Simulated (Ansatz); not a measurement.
HfO2: field gradients at two levels of theory

Cell: a structure deposited in the COD, ions relaxed with PBE at fixed cell.

Space group P2_1/c (No. 14); a = 5.1180, b = 5.1857, c = 5.2841 Å, β = 99.35°.

| site | Wyckoff | site symmetry | x | y | z |
| --- | --- | --- | --- | --- | --- |
| Hf | 4e | 1 | 0.2767 | 0.0419 | 0.2081 |
| O5 | 4e | 1 | 0.4466 | 0.7584 | 0.4803 |
| O9 | 4e | 1 | 0.0726 | 0.3393 | 0.3389 |

One atom of each set is listed.

First run. Method: Kohn–Sham DFT in Ansatz, PBE, plane waves and PAW, scalar-relativistic, 420 eV cutoff, Γ-centred 6×6×6 k-points, Fermi–Dirac smearing 0.02 eV.

| site | V_zz (10²¹ V/m²) | η |
| --- | --- | --- |
| Hf | 12.69 | 0.16 |
| O5 | 1.07 | 1.00 |
| O9 | -1.32 | 0.88 |

Second run. The same atoms and settings, except that the functional is r2SCAN and the cutoff is 500 eV.

Question: Given the first result, estimate the second.

Answer: 

```
site   V_zz     η  change of V_zz
  Hf  12.84  0.16           +0.15
  O5  -1.12  0.97               –
  O9  -1.31  0.86           +0.01
```

The largest change of V_zz along a kept axis is on Hf, from 12.69 to 12.84. In per cent, |V_zz| changes by +1 on Hf, -1 on O (all sites that start above 0.5, bar those whose gradient vanishes or changes sign or whose main axis turns by over 40°). On O5 the largest principal value lies along another axis in the second run, so the two V_zz can't be compared directly.

Without spin–orbit coupling the gradients at and beside Hf can be off by some per cent, at some sites by more.
For the first run: At this cell the principal stresses reach 5 GPa in size with PBE, which can matter for small gradients.
